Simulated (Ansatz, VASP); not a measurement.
## AlN: VASP beside Ansatz

Aim: how closely do two programs agree when they are given the same cell, functional and k mesh? Other levels of theory on this material are compared in a session of their own.

Program: Ansatz 0.2.0. Level of theory: plane waves, with VASP 6.6.1 beside it; band structure at r2SCAN. Results are calculated unless marked as measured.

### Step 1. Set-up

The structure is hexagonal, space group P6_3mc (No. 186). The conventional cell has a = 3.110 Å, b = 3.110 Å, c = 4.980 Å, α = 90.00°, β = 90.00°, γ = 120.00°. Al has 4 N at 1.89 to 1.90 Å nearest. Nearest to N lie 4 Al at 1.89 to 1.90 Å. Farther neighbours and most contacts between anions are not listed.

Coordinates:

```xyz
4
Lattice="3.1100 0.0000 0.0000 -1.5550 2.6933 0.0000 0.0000 0.0000 4.9800" Properties=species:S:1:pos:R:3 pbc="T T T"
Al    1.5550    0.8978    0.0000
Al    0.0000    1.7956    2.4900
N     1.5550    0.8978    1.9024
N     0.0000    1.7956    4.3924
```

### Step 2. VASP: band structure, r2SCAN

The same path points are solved in both programs, so levels can be compared one by one.

Lines of VASP's logs that name or quote its potential files are left out, and so is its time.

The input, INCAR:

```
SYSTEM = AlN
PREC = Accurate
ENCUT = 520
EDIFF = 1E-06
NELM = 100
ISMEAR = 0
SIGMA = 0.02
LREAL = .FALSE.
ALGO = Normal
METAGGA = R2SCAN
LASPH = .TRUE.
NBANDS = 22
LORBIT = 11
LWAVE = .FALSE.
LCHARG = .FALSE.
KPAR = 8
```

The input, POSCAR:

```
AlN
1.0
    3.1100000000      0.0000000000      0.0000000000
   -1.5550000000      2.6933390058      0.0000000000
    0.0000000000      0.0000000000      4.9800000000
Al N
2 2
Direct
    0.6666666667      0.3333333333      0.0000000000
    0.3333333333      0.6666666667      0.5000000000
    0.6666666667      0.3333333333      0.3820000000
    0.3333333333      0.6666666667      0.8820000000
```

The input, KPOINTS:

```
Automatic mesh
0
Gamma
5 5 3
0 0 0
```

The input, KPOINTS_OPT:

```
Line mode
16
Line-mode
Reciprocal
  0.00000000   0.00000000   0.00000000 GAMMA
  0.50000000   0.00000000   0.00000000 M

  0.50000000   0.00000000   0.00000000 M
  0.33333333   0.33333333   0.00000000 K

  0.33333333   0.33333333   0.00000000 K
  0.00000000   0.00000000   0.00000000 GAMMA

  0.00000000   0.00000000   0.00000000 GAMMA
  0.00000000   0.00000000   0.50000000 A

  0.00000000   0.00000000   0.50000000 A
  0.50000000   0.00000000   0.50000000 L

  0.50000000   0.00000000   0.50000000 L
  0.33333333   0.33333333   0.50000000 H

  0.33333333   0.33333333   0.50000000 H
  0.00000000   0.00000000   0.50000000 A

  0.50000000   0.00000000   0.50000000 L
  0.50000000   0.00000000   0.00000000 M

  0.33333333   0.33333333   0.00000000 K
  0.33333333   0.33333333   0.50000000 H
```

The projector-augmented-wave data sets are Al and N (PBE family, release 64).

Launch:

```console
$ mpirun -np 8 vasp_std
```

Numbers of over 12 decimals in the logs are rounded to 6 here.

Log:

```text
[banner, memory and clock lines left out]
running    8 mpi-ranks, on    1 nodes
 distrk:  each k-point on    1 cores,    8 groups
 distr:  one band on    1 cores,    1 groups

 POSCAR found type information on POSCAR AlN
 POSCAR found :  2 types and       4 ions
|                                                                             |
|           W    W    AA    RRRRR   N    N  II  N    N   GGGG   !!!           |
|           W    W   A  A   R    R  NN   N  II  NN   N  G    G  !!!           |
|           W    W  A    A  R    R  N N  N  II  N N  N  G       !!!           |
|           W WW W  AAAAAA  RRRRR   N  N N  II  N  N N  G  GGG   !            |
|           WW  WW  A    A  R   R   N   NN  II  N   NN  G    G                |
|           W    W  A    A  R    R  N    N  II  N    N   GGGG   !!!           |
|                                                                             |
|     For optimal performance we recommend to set                             |
|       NCORE = 2 up to number-of-cores-per-socket                            |
|     NCORE specifies how many cores store one orbital (NPAR=cpu/NCORE).      |
|     This setting can greatly improve the performance of VASP for DFT.       |
|     The default, NCORE=1 might be grossly inefficient on modern             |
|     multi-core architectures or massively parallel machines. Do your        |
|     Unfortunately you need to use the default for GW and RPA                |
|     calculations (for HF NCORE is supported but not extensively tested      |
|     yet).                                                                   |
|                                                                             |

|                                                                             |
|               ----> ADVICE to this user running VASP <----                  |
|                                                                             |
|     You enforced a specific xc type in the INCAR file but a different       |
|     [... a line on the potential file left out ...]
|     I HOPE YOU KNOW WHAT YOU ARE DOING!                                     |
|                                                                             |

 LDA part: xc-table for (None), standard interpolation
 POSCAR, INCAR and KPOINTS ok, starting setup
 FFT: planning ... GRIDC
 FFT: planning ... GRID_SOFT
 FFT: planning ... GRID
 WAVECAR not read
 entering main loop
       N       E                     dE             d eps       ncg     rms          rms(c)
DAV:   1     0.330503527407E+02    0.33050E+02   -0.70084E+03   440   0.671E+02
DAV:   2    -0.436965009909E+02   -0.76747E+02   -0.71712E+02   530   0.170E+02
DAV:   3    -0.470882555980E+02   -0.33918E+01   -0.33712E+01   554   0.332E+01
DAV:   4    -0.471094864231E+02   -0.21231E-01   -0.21229E-01   524   0.290E+00
DAV:   5    -0.471097863125E+02   -0.29989E-03   -0.29989E-03   542   0.351E-01    0.126E+01
DAV:   6    -0.381334532449E+02    0.89763E+01   -0.56477E+00   536   0.148E+01    0.509E+00
DAV:   7    -0.384106614637E+02   -0.27721E+00   -0.11225E+00   536   0.550E+00    0.338E+00
DAV:   8    -0.384580655643E+02   -0.47404E-01   -0.59987E-02   464   0.198E+00    0.101E+00
DAV:   9    -0.384490414458E+02    0.90241E-02   -0.13877E-02   536   0.844E-01    0.202E-01
DAV:  10    -0.384495440454E+02   -0.50260E-03   -0.17802E-03   488   0.228E-01    0.836E-02
DAV:  11    -0.384495014286E+02    0.42617E-04   -0.40949E-05   536   0.452E-02    0.257E-02
DAV:  12    -0.384495051315E+02   -0.37029E-05   -0.33685E-06   482   0.109E-02    0.278E-02
DAV:  13    -0.384494987462E+02    0.63854E-05   -0.45030E-06   488   0.149E-02    0.134E-02
DAV:  14    -0.384494975521E+02    0.11941E-05   -0.76308E-07   354   0.588E-03    0.958E-03
DAV:  15    -0.384494975089E+02    0.43190E-07   -0.10291E-07   256   0.294E-03
   1 F= -.38449498E+02 E0= -.38449498E+02  d E =-.212026E-49
 Start KPOINTS_OPT (optional k-point list driver)
k-point batch [1-10\144]
       N       E                     dE             ncg
DAV:   1     0.868082420395E+03   -0.10245E+04      440
DAV:   2     0.170382921265E+03   -0.69770E+03      544
DAV:   3     0.137430444412E+03   -0.32952E+02      544
DAV:   4     0.137219482791E+03   -0.21096E+00      524
DAV:   5     0.137216064228E+03   -0.34186E-02      536
DAV:   6     0.137215984612E+03   -0.79616E-04      506
DAV:   7     0.137215982490E+03   -0.21218E-05      536
DAV:   8     0.137215982438E+03   -0.51714E-07      368
[...]
k-point batch [141-144\144]
       N       E                     dE             ncg
DAV:   1     0.463158679051E+04   -0.25797E+04      176
DAV:   2     0.438569344466E+04   -0.24589E+03      214
DAV:   3     0.437661793622E+04   -0.90755E+01      212
DAV:   4     0.437655245875E+04   -0.65477E-01      206
DAV:   5     0.437655126594E+04   -0.11928E-02      212
DAV:   6     0.437655123741E+04   -0.28528E-04      212
DAV:   7     0.437655123664E+04   -0.76754E-06      212
```

OUTCAR, selected parts (step 2):

```text
ion  position               nearest neighbor table
   1  0.667  0.333  0.000-   4 1.89   4 1.89   4 1.89   3 1.90   2 3.07   2 3.07   2 3.07   2 3.07
                             2 3.07   2 3.07
   2  0.333  0.667  0.500-   3 1.89   3 1.89   3 1.89   4 1.90   1 3.07   1 3.07   1 3.07   1 3.07
                             1 3.07   1 3.07
   3  0.667  0.333  0.382-   2 1.89   2 1.89   2 1.89   1 1.90
   4  0.333  0.667  0.882-   1 1.89   1 1.89   1 1.89   2 1.90

  LATTYP: Found a hexagonal cell.
 ALAT       =     3.1100000000
 C/A-ratio  =     1.6012861736

 Subroutine GETGRP returns: Found 12 space group operations
 (whereof  6 operations were pure point group operations)

The static configuration has the point symmetry C_3v.
 The point group associated with its full space group is C_6v.

 Found     10 irreducible k-points:

   k-points           NKPTS =     10   k-points in BZ     NKDIM =     10   number of bands    NBANDS=     22

   dimension x,y,z NGX =    24 NGY =   24 NGZ =   40
   dimension x,y,z NGXF=    48 NGYF=   48 NGZF=   80

   ENCUT  =  520.0 eV  38.22 Ry    6.18 a.u.   5.78  5.78  9.26*2*pi/ulx,y,z

   NELECT =      16.0000    total number of electrons

 k-points in reciprocal lattice and weights: Automatic mesh
   0.00000000  0.00000000  0.00000000       0.013
   0.20000000 -0.00000000  0.00000000       0.080
   0.40000000 -0.00000000  0.00000000       0.080
   0.20000000  0.20000000  0.00000000       0.080
   0.40000000  0.20000000  0.00000000       0.080
   0.00000000  0.00000000  0.33333333       0.027
   0.20000000 -0.00000000  0.33333333       0.160
   0.40000000 -0.00000000  0.33333333       0.160
   0.20000000  0.20000000  0.33333333       0.160
   0.40000000  0.20000000  0.33333333       0.160

 average (electrostatic) potential at core
       1 -74.5548       2 -74.5548       3 -62.7507       4 -62.7507

 E-fermi :   6.1128

 k-point     1 :       0.0000    0.0000    0.0000
  band No.  band energies     occupation
    ...
      4       5.0086      2.00000
      5       5.0086      2.00000
      6       5.6713      2.00000
      7       5.6713      2.00000
      8       5.9073      2.00000
      9      10.7958      0.00000
     10      13.4081      0.00000
     11      17.5015      0.00000
     12      17.9140      0.00000
     13      17.9140      0.00000
    ...

 k-point     2 :       0.2000   -0.0000    0.0000
  band No.  band energies     occupation
    ...
      4       3.1210      2.00000
      5       3.9976      2.00000
      6       4.4815      2.00000
      7       5.5478      2.00000
      8       5.6427      2.00000
      9      12.4291      0.00000
     10      14.5665      0.00000
     11      15.3803      0.00000
     12      16.5466      0.00000
     13      18.7937      0.00000
    ...

 k-point     3 :       0.4000   -0.0000    0.0000
  band No.  band energies     occupation
    ...
      4       1.9523      2.00000
      5       2.0471      2.00000
      6       3.8515      2.00000
      7       4.5909      2.00000
      8       5.2434      2.00000
      9      12.6275      0.00000
     10      12.7012      0.00000
     11      14.8452      0.00000
     12      17.1285      0.00000
     13      17.7813      0.00000
    ...

  Total       -0.2415011     -0.2415011     -0.2275941      0.0000000      0.0000000      0.0000000
  in kB       -9.2757479     -9.2757479     -8.7415989      0.0000000      0.0000000      0.0000000
  external PRESSURE =      -9.0976982 kB  Pullay stress =       0.0000000 kB

  energy-cutoff  :      520.00
  volume of cell :       41.71
      direct lattice vectors                 reciprocal lattice vectors
     3.110000000  0.000000000  0.000000000     0.321543408  0.185643173  0.000000000
    -1.555000000  2.693339006  0.000000000     0.000000000  0.371286347  0.000000000
     0.000000000  0.000000000  4.980000000     0.000000000  0.000000000  0.200803213

 POSITION                                       TOTAL-FORCE (eV/Angst)
 -----------------------------------------------------------------------------------
      1.55500      0.89778      0.00000        -0.000000      0.000000      0.013641
     -0.00000      1.79556      2.49000         0.000000      0.000000      0.013641
      1.55500      0.89778      1.90236        -0.000000      0.000000     -0.013641
     -0.00000      1.79556      4.39236        -0.000000     -0.000000     -0.013641
 -----------------------------------------------------------------------------------
    total drift:                               -0.000000     -0.000000     -0.018032

  FREE ENERGIE OF THE ION-ELECTRON SYSTEM (eV)
  ---------------------------------------------------
  free  energy   TOTEN  =       -38.4494975089 eV

  energy  without entropy=      -38.4494975089  energy(sigma->0) =      -38.44949751

 total charge
# of ion       s       p       d       tot
------------------------------------------
    1        0.367   0.448   0.000   0.815
    2        0.367   0.448   0.000   0.815
    3        1.230   2.672   0.000   3.902
    4        1.230   2.672   0.000   3.902
--------------------------------------------------
tot          3.193   6.241   0.000   9.433

[... 3 further parts left out ...]
```

The run ends at a pressure of -0.91 GPa, with forces up to 0.014 eV/Å.

[end of part 1 of 2]

[Lines on the potential files, build, host, timing and source positions are cut from VASP's logs without a mark.]

[Logs are printed without paths, hosts, clocks, repeated set-up lines and the standing remarks that a program may print on its own settings, such as how far it seeks lower states.]

[Hosts, paths, dates, database ids (printed as entryN), source tags and the programs' standing remarks are cut or masked in the printed files.]
